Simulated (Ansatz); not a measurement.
The system is InSe.

```
CELL_PARAMETERS angstrom
2.00000 1.15470 8.44000
-2.00000 1.15470 8.44000
0.00000 -2.30940 8.44000
ATOMIC_POSITIONS crystal
In 0.88860 0.88860 0.88860
In 0.00000 0.00000 0.00000
Se 0.17190 0.17190 0.17190
Se 0.38350 0.38350 0.38350
```

* Program: Ansatz 0.2.0
* Task: relaxation of cell and atoms
* Functional: revPBE
* Potentials or basis: Ansatz PAW
* Cutoff: 420 eV (not typed: the program's choice for these potentials)
* k mesh: 8 × 8 × 8
* Occupations: fermi-dirac, width 0.05 eV
* Spin: no spin polarisation

At the start: volume 29.24 Å³/atom.

Question: How do energy, volume and symmetry change on relaxing?

Answer: It ends after 16 steps and the volume is 39.82 Å³/atom (+36.2 %); space group R3m (No. 160, to 0.05 Å).

Step by step:
| step | energy change (eV) | largest force (eV/Å) | volume (Å³) |
| --- | --- | --- | --- |
| 1 | 0.0000 | 0.3926 | 116.95 |
| 2 | -0.1561 | 0.3007 | 134.52 |
| 3 | -0.1776 | 0.1793 | 136.73 |
| 4 | -0.1950 | 0.1335 | 138.60 |
| 5 | -0.2037 | 0.0456 | 143.14 |
| 6 | -0.2046 | 0.0056 | 143.39 |
| 7 | -0.2046 | 0.0007 | 143.88 |
| 8 | -0.2134 | 0.0024 | 143.88 |
| 9 | -0.2171 | 0.0122 | 146.61 |
| 10 | -0.2199 | 0.0233 | 149.73 |
| 11 | -0.2213 | 0.0060 | 152.11 |
| 12 | -0.2228 | 0.0137 | 158.08 |
| 13 | -0.2228 | 0.0019 | 158.61 |
| 14 | -0.2227 | 0.0011 | 159.57 |
| 15 | -0.2227 | 0.0002 | 159.28 |
| 16 | -0.2250 | 0.0008 | 159.28 |

Final structure:
```xyz
4
Lattice="2.0666 1.1932 10.7659 -2.0666 1.1932 10.7659 0.0000 -2.3863 10.7659" Properties=species:S:1:pos:R:3 pbc="T T T"
In    0.0000    0.0000   29.0744
In    0.0000    0.0000   -0.3724
Se    0.0000    0.0000    6.2754
Se    0.0000    0.0000   11.6606
```

Caveat: the volume moved by over 15 % at a fixed basis, so the end points are rough; the plane-wave basis is chosen anew once the cell has moved, so the energies of steps on either side of that aren't comparable; the PAW data sets come from PBE, with cores solved anew for the run's functional, which leaves a small shift of forces and pressure.
